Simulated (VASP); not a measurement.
A run of VASP 6.6.1 is set up as follows.

The input INCAR:

```
PREC = Accurate
ENCUT = 520
EDIFF = 1E-7
ISMEAR = 0
SIGMA = 0.1
LREAL = F
LASPH = T
NELM = 100
ALGO = Normal
ISIF = 2
LWAVE = F
LCHARG = F
GGA = PE
NBANDS = 14
```

Contents of KPOINTS:

```
regular mesh
0
Gamma
  6 6 6
```

File POSCAR:

```
ZrB
1.0
    0.0000000000      2.3250000000      2.3250000000
    2.3250000000      0.0000000000      2.3250000000
    2.3250000000      2.3250000000      0.0000000000
Zr B
1 1
Direct
    0.0000000000      0.0000000000      0.0000000000
    0.5000000000      0.5000000000      0.5000000000
```

Potentials or basis: VASP PAW PBE potentials, release 64 (Zr_sv, B).

Run with:

```sh
$ cat potpaw_PBE.64/Zr_sv/POTCAR potpaw_PBE.64/B/POTCAR > POTCAR
$ mpirun -np 1 vasp_std > vasp.out
```

Problem. Predict the pressure.

Solution. 35.1 GPa.

Problem. Predict the band gap on the k mesh.

Solution. None (metal or under the smearing width).

Caveat: the k mesh is coarse (spacing up to 0.39 Å⁻¹), so the values aren't converged; a pressure of tens of GPa on the cell as given is suspect, and the run, the potentials or the cell itself is likely at fault.
